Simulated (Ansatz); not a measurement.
# WSe2: the cell at several levels of theory, part 3 of 3

The system is WSe2 (CdCl2 type), a generated structure that needn't be the ground state.

Ansatz 0.2.0, plane waves.

### Step 4. Relaxing with PBE-D4

input.yaml

```yaml
crystal:
  lattice:
    - [1.6246448565, 0.9379891452, 6.393437801]
    - [-1.6246448565, 0.9379891452, 6.393437801]
    - [0.0, -1.8759782905, 6.393437801]
  atoms:
    - { symbol: W, position: [0.0, 0.0, 0.0] }
    - { symbol: Se, position: [0.2432560859, 0.2432560859, 0.2432560859] }
    - { symbol: Se, position: [0.7567439141, 0.7567439141, 0.7567439141] }
kpoints:
  mp_grid: { grid: [8, 8, 8] }
hamiltonian:
  xc: pbe
  dispersion: d4
scf:
  occupations: { method: fermi_dirac, width: 0.02 }
relax:
  f_tol: 0.005
  cell: {}
```

Launch:

```
$ ansatz run input.yaml --threads 2 --pin off --max-ram 2211MiB --backend cpu --events-out ev --progress --plain --runs-dir out
```

The log of the run:

```text
Warning: RAYON_NUM_THREADS=2 ignored (pool sized by the plan → 2); use --threads N
basis.fft_grid_basis auto: the FFT boxes are laid along the combinations [[1, 0, -1], [0, 1, -1], [0, 0, 1]] of the cell's own vectors, 3.249, 3.249 and 6.663 Å long. The dense box has 24×24×45 points. Along the cell's own vectors, as sized, it would have 45×45×45, 3.52 times as many. Of the 12 symmetry operations that the crystal satisfies within crystal.symmetry.tolerance (time reversal apart; of a slab, those that keep its plane) the dense box along the cell's own vectors carries 12, and the one as laid loses 8 of those. basis.fft_grid_basis: typed keeps the cell's own vectors: state it where this run's energies or levels are differenced outside the engine with another run's, or held beside a run that keeps those vectors.
Engine: ansatz 0.2.0, x86_64-unknown-linux-gnu
Pseudopotentials: kind: paw
Pseudopotential: W, paw, valence charge 14, recommended cutoff 420 eV (normal), W.paw.azcp
Pseudopotential: Se, paw, valence charge 16, recommended cutoff 420 eV (normal), Se.paw.azcp
Functional definition: PBE
  parameter kappa = 0.804
  parameter beta = 0.06672455060314922
  exchange = pbe_x(kappa = kappa, mu = beta*pi^2/3)
  correlation = pbe_c(beta = beta)
Crystal: 3 atoms, lattice volume = 58.458 Å³
Basis set: ecut = 420 eV, 1179 PW (Γ), FFT grids on a1−a3, a2−a3, a3, exchange–correlation on 48×48×90 points (8 copies of the dense FFT grid, shifted against one another)
Bands: 28, of which v1, the nominal top of the filled ones, is band 23 counted from 1 (22 counted from 0)
Symmetry: 12 space group operations
Space group: R-3m (ITA 166), of the structure as read, at distance tolerance 3.9e-5 Å
k-points: 65 of 512
Non-local potential: W, projectors of the file, l = 0: 3, l = 1: 2, l = 2: 2, l = 3: 1
Non-local potential: Se, projectors of the file, l = 0: 2, l = 1: 2, l = 2: 3, l = 3: 1
PAW form: soft (Blöchl's): semilocal exchange-correlation on the pseudo side does not see the compensation charge
PAW one-centre angular grid: W, 590 points (default); XC on 64 Gauss nodes
PAW one-centre angular grid: Se, 590 points (default); XC on 64 Gauss nodes
Initial density: superposition of atomic densities (neutral atoms: chi_scale 0, normalization atom), corrected by the library's trained network
Initial wavefunctions: pseudopotential atomic-orbital guess
Functional: x = pbe(κ = 0.804, μ = 0.2195149727645171), c = pbe(β = 0.06672455060314922)
SCF iter   1: F=—  HF=-21325.348041 eV  |F-HF|=—  |Δ(HF+E_count)|=         —  Δρ=3.01e-3  dr2=1.58e-2  ethr=1.77e-3  ⟨swp⟩=6.1  Hψ=7414  notcnv=0
preconditioner: auto → LDOS  [metal: Δε(μ)=0.032 eV  Ē_g=8.933 eV  σ=0.020 eV  W_gap=0.36  n_scr=22 (ndim 8)  ℏωp=20.6 eV  f_vac=0.023  D(μ)=1.50/eV (n_scr^D=4)  β→1.0]
SCF iter   2: F=—  HF=-21325.348532 eV  |F-HF|=—  |Δ(HF+E_count)|=   4.92e-4  Δρ=1.51e-3  dr2=3.75e-3  ethr=3.43e-5  ⟨swp⟩=2.3  Hψ=3051  notcnv=0  defer=38
SCF iter   3: F=—  HF=-21325.348041 eV  |F-HF|=—  |Δ(HF+E_count)|=   4.91e-4  Δρ=3.41e-4  dr2=2.30e-4  ethr=8.15e-6  ⟨swp⟩=2.0  Hψ=2534  notcnv=0  defer=38
SCF iter   4: F=—  HF=-21325.348025 eV  |F-HF|=—  |Δ(HF+E_count)|=   1.63e-5  Δρ=8.90e-5  dr2=7.96e-6  ethr=4.99e-7  ⟨swp⟩=2.0  Hψ=2265  notcnv=0  defer=38
SCF iter   5: F=—  HF=-21325.348010 eV  |F-HF|=—  |Δ(HF+E_count)|=   1.47e-5  Δρ=1.99e-5  dr2=3.27e-7  ethr=1.73e-8  ⟨swp⟩=2.0  Hψ=2336  notcnv=0  defer=38
SCF iter   6: F=-21325.348010 eV  HF=-21325.348010 eV  |F-HF|=6.37e-10  |Δ(HF+E_count)|=   7.76e-8  Δρ=5.02e-6  dr2=1.34e-8  ethr=2.17e-10  ⟨swp⟩=5.0  Hψ=6899  notcnv=0
SCF 1 converged in 6 iterations: F = -21325.348010 eV  dr2 = 1.34e-8
relax step   1: F+E_penalty+E_count = -21325.34801018 eV  Δ(F+E_penalty+E_count) = +0.000e0 eV  max|allowed force component| = 8.843e-2 eV/Å  Δτ_max = 0.0000 Å  P = +0.021 GPa  Ω = 58.458 Å³  (6 SCF iters, dr2 threshold 1.00e-7 eV, accepted)
Crystal: 3 atoms, lattice volume = 57.053 Å³
Basis set: ecut = 420 eV, 1173 PW (Γ), FFT grids on a1−a3, a2−a3, a3, exchange–correlation on 48×48×90 points (8 copies of the dense FFT grid, shifted against one another)
Initial density: handed on by an earlier stage of this run
Initial wavefunctions: those handed on with the density
iter 1 solved again at ethr=1.65e-5 eV; its pass at ethr=3.10e-3 eV (dr2=7.59e-3 eV) is discarded
SCF iter   1: F=—  HF=-21325.345441 eV  |F-HF|=—  |Δ(HF+E_count)|=         —  Δρ=2.64e-3  dr2=8.51e-3  ethr=1.65e-5  ⟨swp⟩=2.0  Hψ=9192  notcnv=0
preconditioner: auto → LDOS  [metal: Δε(μ)=0.042 eV  Ē_g=8.947 eV  σ=0.020 eV  W_gap=0.45  n_scr=22 (ndim 8)  ℏωp=20.9 eV  f_vac=0.010  D(μ)=1.60/eV (n_scr^D=4)  β→1.0]
SCF iter   2: F=—  HF=-21325.344748 eV  |F-HF|=—  |Δ(HF+E_count)|=   6.93e-4  Δρ=1.59e-3  dr2=3.50e-3  ethr=1.65e-5  ⟨swp⟩=2.2  Hψ=3095  notcnv=0
SCF iter   3: F=—  HF=-21325.344002 eV  |F-HF|=—  |Δ(HF+E_count)|=   7.46e-4  Δρ=2.21e-4  dr2=5.90e-5  ethr=7.62e-6  ⟨swp⟩=2.0  Hψ=2616  notcnv=0
SCF iter   4: F=—  HF=-21325.344004 eV  |F-HF|=—  |Δ(HF+E_count)|=   2.80e-6  Δρ=4.91e-5  dr2=1.73e-6  ethr=1.28e-7  ⟨swp⟩=2.1  Hψ=2494  notcnv=0
SCF iter   5: F=-21325.344005 eV  HF=-21325.344005 eV  |F-HF|=1.06e-7  |Δ(HF+E_count)|=   5.23e-7  Δρ=1.17e-5  dr2=1.32e-7  ethr=6.52e-10  ⟨swp⟩=5.0  Hψ=6830  notcnv=0
SCF 2 converged in 5 iterations: F = -21325.344005 eV  dr2 = 1.32e-7
relax step   2: F+E_penalty+E_count = -21325.34400479 eV  Δ(F+E_penalty+E_count) = +4.005e-3 eV  max|allowed force component| = 1.835e-1 eV/Å  Δτ_max = 0.0402 Å  P = +0.195 GPa  Ω = 57.053 Å³  energy of the carried Pulay correction = +2.749e-4 eV  (5 SCF iters, dr2 threshold 3.00e-7 eV, rejected (line search))
Crystal: 3 atoms, lattice volume = 58.060 Å³
iter 1 solved again at ethr=1.07e-5 eV; its pass at ethr=3.10e-3 eV (dr2=4.93e-3 eV) is discarded
SCF iter   1: F=—  HF=-21325.349891 eV  |F-HF|=—  |Δ(HF+E_count)|=         —  Δρ=1.87e-3  dr2=4.47e-3  ethr=1.07e-5  ⟨swp⟩=1.8  Hψ=9315  notcnv=0
preconditioner: auto → LDOS  [metal: Δε(μ)=0.036 eV  Ē_g=8.933 eV  σ=0.020 eV  W_gap=0.40  n_scr=22 (ndim 8)  ℏωp=20.7 eV  f_vac=0.016  D(μ)=1.48/eV (n_scr^D=4)  β→1.0]
SCF iter   2: F=—  HF=-21325.349569 eV  |F-HF|=—  |Δ(HF+E_count)|=   3.22e-4  Δρ=1.16e-3  dr2=2.09e-3  ethr=9.72e-6  ⟨swp⟩=2.9  Hψ=3405  notcnv=0
SCF iter   3: F=—  HF=-21325.349141 eV  |F-HF|=—  |Δ(HF+E_count)|=   4.28e-4  Δρ=1.54e-4  dr2=2.62e-5  ethr=4.54e-6  ⟨swp⟩=2.0  Hψ=2591  notcnv=0
SCF iter   4: F=—  HF=-21325.349134 eV  |F-HF|=—  |Δ(HF+E_count)|=   6.95e-6  Δρ=3.47e-5  dr2=8.27e-7  ethr=5.69e-8  ⟨swp⟩=2.0  Hψ=2409  notcnv=0
SCF iter   5: F=—  HF=-21325.349134 eV  |F-HF|=—  |Δ(HF+E_count)|=   2.46e-8  Δρ=7.26e-6  dr2=4.02e-8  ethr=1.80e-9  ⟨swp⟩=2.5  Hψ=3002  notcnv=0
SCF iter   6: F=—  HF=-21325.349134 eV  |F-HF|=—  |Δ(HF+E_count)|=   1.74e-8  Δρ=1.80e-6  dr2=1.97e-9  ethr=8.73e-11  ⟨swp⟩=2.0  Hψ=3252  notcnv=0
SCF iter   7: F=—  HF=-21325.349134 eV  |F-HF|=—  |Δ(HF+E_count)|=  4.77e-10  Δρ=7.20e-7  dr2=4.26e-10  ethr=4.29e-12  ⟨swp⟩=2.0  Hψ=3254  notcnv=0
SCF iter   8: F=-21325.349134 eV  HF=-21325.349134 eV  |F-HF|=2.18e-11  |Δ(HF+E_count)|=  6.55e-11  Δρ=1.38e-7  dr2=8.47e-12  ethr=1.00e-12  ⟨swp⟩=4.8  Hψ=9823  notcnv=0
SCF 3 converged in 8 iterations: F = -21325.349134 eV  dr2 = 8.47e-12
relax step   3: F+E_penalty+E_count = -21325.34913368 eV  Δ(F+E_penalty+E_count) = -1.123e-3 eV  max|allowed force component| = 3.212e-3 eV/Å  Δτ_max = 0.0119 Å  P = -0.007 GPa  Ω = 58.060 Å³  energy of the carried Pulay correction = +7.724e-5 eV  (8 SCF iters, accepted)
Initial wavefunctions: pseudopotential atomic-orbital guess (no wavefunctions were taken with the density)
iter 1 solved again at ethr=6.46e-8 eV; its pass at ethr=3.10e-3 eV (dr2=2.97e-5 eV) is discarded
SCF iter   1: F=—  HF=-21325.349070 eV  |F-HF|=—  |Δ(HF+E_count)|=         —  Δρ=1.05e-5  dr2=1.03e-8  ethr=6.46e-8  ⟨swp⟩=3.6  Hψ=12000  notcnv=0
preconditioner: auto → LDOS  [metal: Δε(μ)=0.038 eV  Ē_g=8.930 eV  σ=0.020 eV  W_gap=0.41  n_scr=22 (ndim 8)  ℏωp=20.7 eV  f_vac=0.015  D(μ)=1.46/eV (n_scr^D=4)  β→1.0]
SCF iter   2: F=—  HF=-21325.349060 eV  |F-HF|=—  |Δ(HF+E_count)|=   9.46e-6  Δρ=1.66e-6  dr2=1.50e-9  ethr=2.23e-11  ⟨swp⟩=3.1  Hψ=3859  notcnv=0
SCF iter   3: F=—  HF=-21325.349060 eV  |F-HF|=—  |Δ(HF+E_count)|=   1.90e-9  Δρ=6.63e-7  dr2=3.93e-10  ethr=3.26e-12  ⟨swp⟩=2.0  Hψ=3317  notcnv=0
SCF iter   4: F=-21325.349060 eV  HF=-21325.349060 eV  |F-HF|=3.64e-12  |Δ(HF+E_count)|=  1.02e-10  Δρ=1.56e-7  dr2=9.01e-12  ethr=1.00e-12  ⟨swp⟩=4.5  Hψ=9482  notcnv=0
SCF 4 converged in 4 iterations: F = -21325.349060 eV  dr2 = 9.01e-12
relax step   4: F+E_penalty+E_count = -21325.34906039 eV  Δ(F+E_penalty+E_count) = +7.329e-5 eV  max|allowed force component| = 3.229e-3 eV/Å  Δτ_max = 0.0000 Å  P = -0.007 GPa  Ω = 58.060 Å³  stress off target by 1.28e-2 GPa  SCF on the basis re-selected at this cell (its energy is not comparable with the rows above)  (4 SCF iters)
basis re-selected at this cell: Δ(F+E_penalty+E_count) = +7.329e-5 eV, ΔP = +0.000 GPa vs the last step (what re-selecting the basis moved, of the pressure what is left beyond the Pulay correction that the steps carried, after the strain that the cell walked since its last selection, with what the two solves' SCF thresholds leave and, on support functions, any second-order correction that the steps lacked; it is no measure of the basis error at this ecutwfc). This SCF's stress stands 1.28e-2 GPa from its target on what of the cell is left free (relax.cell.stress_tol is 5.00e-2 GPa) and its largest allowed force component is 3.23e-3 eV/Å (relax.f_tol is 5.00e-3 eV/Å): within both
SCF converged after 4 iterations
Free energy (F): -21325.349060 eV
Harris-Foulkes:  -21325.349060 eV  (|F-HF|=3.64e-12)
Internal energy: -21325.347210 eV  (E = F + TS)
E sigma→0 (E₀):  -21325.348135 eV
Entropy (-TS):   -0.001850 eV (-0.617 meV/atom)
Fermi energy:    14.228745 eV
--- Per-component energies (eV) ---
  E_band       = -803.454374
  E_kinetic    = 689.602503
  E_local      = -5307.574612  (includes V_loc(G=0)·N_el)
  E_nonlocal   = -1189.055473
  E_hartree    = 2564.531838
  E_xc         = -476.372589
  E_vxc        = -436.630545  (∫ρ·V_xc dr)
  E_paw        = -12386.058969  (= ΣΔE_a)
  E_vpaw       = 311.141450  (= ΣTr[D̂ρ^β])
  E_aug_tail   = -0.001273  (compensation charges beyond the density's cutoff)
  E_ewald      = -5218.884130
  E_disp       = -1.534506  (pairwise vdW)
  E_smearing   = -0.001850  (= −TS)
  E_closure    = 0.000000  (closes the sum)
  Σ components = -21325.349060   (vs F -21325.349060, Δ=0.00e0)
--- Forces (eV/Å), atoms counted from 1 ---
  atom   1  W     -0.00000000     0.00000000     0.00000000
  atom   2  Se     0.00000000     0.00000000    -0.00322923
  atom   3  Se    -0.00000000    -0.00000000     0.00322923
  max |Σ_I F_I| component: 5.78e-19 eV/Å
--- Stress (GPa, compression-positive) ---
       -0.012767       0.000000       0.000000
        0.000000      -0.012767      -0.000000
        0.000000      -0.000000       0.004787
  P = ⅓ Tr σ = -0.0069 GPa (-0.069 kbar)
--- Relaxed structure (3 steps of the walk, 2 accepted, 1 SCFs on fresh bases) ---
  F+E_penalty+E_count = -21325.34906039 eV   max|allowed force component| = 3.229e-3 eV/Å   (the final SCF, on the basis selected at the relaxed cell)
  cell:  # Å, volume = 58.0596 Å³
    - [1.6211942784706492, 0.9359969530670862, 6.376949179304217]
    - [-1.6211942784706492, 0.9359969530670862, 6.376949179304217]
    - [-1.1127256093700272e-18, -1.8719939061840434, 6.376949179296896]
  atoms:
    - { symbol: W, position: [3.737517395457133e-31, 3.7381471640363178e-31, -7.475661421633032e-31] }
    - { symbol: Se, position: [0.242634866967145, 0.24263486696714504, 0.242634866967145] }
    - { symbol: Se, position: [0.7573651330328549, 0.7573651330328549, 0.7573651330328547] }
```

Run time: 4.1 s. Hardware: 2 threads of AMD EPYC 9R45 (Zen 5), shared host; peak memory 0.48 GiB.

The path of the relaxation:

```tsv
step	energy change (meV/atom)	largest force (eV/Å)	pressure (GPa)	volume (Å³/atom)
1	0.0	0.0884	0.02	19.486
2*	1.3	0.1835	0.19	19.018
3	-0.4	0.0032	-0.01	19.353
4	-0.3	0.0032	-0.01	19.353
```

A star marks a trial step that the optimiser took back.

The table lists every geometry solved, with passes on a fresh basis, whose energies don't compare exactly with the rows above.

```
                       before   after   change
                a (Å)   3.249   3.242  -0.21 %
                c (Å)  19.180  19.131  -0.26 %
     volume (Å³/atom)  19.486  19.353  -0.68 %
shortest distance (Å)   2.550   2.552  +0.08 %
          space group    R-3m    R-3m     same
```

### Step 5. All levels compared

The summary covers parts 1 to 3.

| level | a (Å) | c (Å) | volume (Å³/atom) | space group | SCF geometries |
| --- | --- | --- | --- | --- | --- |
| PBE-D3(BJ) | 3.249 | 19.180 | 19.486 | R-3m | 10 |
| r2SCAN+rVV10 | 3.287 | 19.492 | 20.260 | R-3m | 9 |
| PBE-D4 | 3.242 | 19.131 | 19.353 | R-3m | 4 |

In words: The first relaxation changed the volume by -42.1 % from the start. The volume runs from PBE-D4 (least) to r2SCAN+rVV10 (most), a spread of 4.7 %, or 1.5 % in length if all axes shared it alike. The meshes differ: PBE-D3(BJ) 6×6×6, r2SCAN+rVV10 8×8×8, PBE-D4 8×8×8.
